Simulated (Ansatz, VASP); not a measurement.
**Two plane-wave programs on Pd**

```xyz
6
Lattice="2.7400 0.0000 0.0000 -1.3700 2.3729 0.0000 0.0000 0.0000 26.1861" Properties=species:S:1:pos:R:3 pbc="T T T"
Pd    1.3700    0.7910    7.5023
Pd    0.0000    1.5820    9.7488
Pd    0.0000    0.0000   11.9773
Pd    1.3700    0.7910   14.2088
Pd    0.0000    1.5820   16.4373
Pd    0.0000    0.0000   18.6838
```

Alike in both runs: functional PBEsol; k mesh 15 × 15 × 1; occupations gaussian, width 0.1 eV; no spin polarisation.

Ansatz relaxed the structure, and its values are those at the end. VASP's run is a single point on that final structure, the one shown.

```csv
,VASP,Ansatz
version,VASP 6.6.1,Ansatz 0.2.0
potentials or method,"VASP PAW PBE potentials, release 64 (Pd)","scalar-relativistic, plane waves, PAW"
plane-wave cutoff (eV),520,420
valence electrons in the cell,60,108
```

```csv
,VASP,Ansatz,Ansatz less VASP
gap on the k mesh at the Fermi level (eV),none,none,-
rms of the force components (eV/Å),0.005,0.000,-0.0052
"work function, face that differs most (eV)",5.24,5.35,+0.109
```

A gap of «none» marks a metal or a gap that the smearing closes. The two sets of potentials don't hold the same shells in valence.

Caveats: the PAW data sets were made with another functional, which shifts forces and pressure a little (VASP).
